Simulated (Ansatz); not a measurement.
Crystal: TiO.

```
CELL_PARAMETERS angstrom
4.98909 0.00000 0.00000
-2.49454 4.32068 0.00000
0.00000 0.00000 2.87331
ATOMIC_POSITIONS crystal
Ti 0.00000 0.00000 0.00000
Ti 0.33333 0.66667 0.50000
Ti 0.66667 0.33333 0.50000
O 0.00000 0.39444 0.00000
O 0.39444 0.00000 0.00000
O 0.60556 0.60556 0.00000
```

The cell comes from a database or a generator and needn't be the stable form of this composition.

| Quantity | Value |
| --- | --- |
| Program | Ansatz 0.2.0 |
| Task | relaxation of cell and atoms |
| Functional | PBEsol |
| Dispersion | D3(BJ) |
| Potentials or basis | Ansatz PAW |
| Cutoff | 420 eV (not typed: the program's choice for these potentials) |
| k mesh | 6 × 6 × 9 |
| Occupations | fermi-dirac, width 0.05 eV |
| Spin | no spin polarisation |

At the start: volume 10.32 Å³/atom.

Where does the relaxation end?

It ends after 7 steps and the volume is 9.81 Å³/atom (-4.9 %); space group P-62m (No. 189, to 0.05 Å).

The path:
| step | energy change (eV) | largest force (eV/Å) | volume (Å³) |
| --- | --- | --- | --- |
| 1 | 0.0000 | 0.0296 | 61.94 |
| 2 | -0.1132 | 0.0128 | 59.69 |
| 3 | -0.1242 | 0.0162 | 58.89 |
| 4 | -0.1241 | 0.0046 | 58.95 |
| 5 | -0.1150 | 0.0043 | 58.95 |
| 6 | -0.1153 | 0.0029 | 58.89 |
| 7 | -0.1151 | 0.0029 | 58.89 |

Final structure:
```
Ti O
1.0
     4.91374    0.00000    0.00000
    -2.45687    4.25543    0.00000
     0.00000    0.00000    2.81614
Ti O
3 3
Cartesian
  0.0000 0.0000 0.0000
  0.0000 2.8370 1.4081
  2.4569 1.4185 1.4081
  -0.9723 1.6841 0.0000
  1.9447 0.0000 0.0000
  1.4845 2.5713 0.0000
```

Caveat: the plane-wave basis is chosen anew once the cell has moved, so the energies of steps on either side of that aren't comparable; the pressure holds a Pulay correction of +0.6 GPa for the finite cutoff; pairwise dispersion overbinds metals, which lowers pressure and volume; the PAW data sets come from PBE, with cores solved anew for the run's functional, which leaves a small shift of forces and pressure.
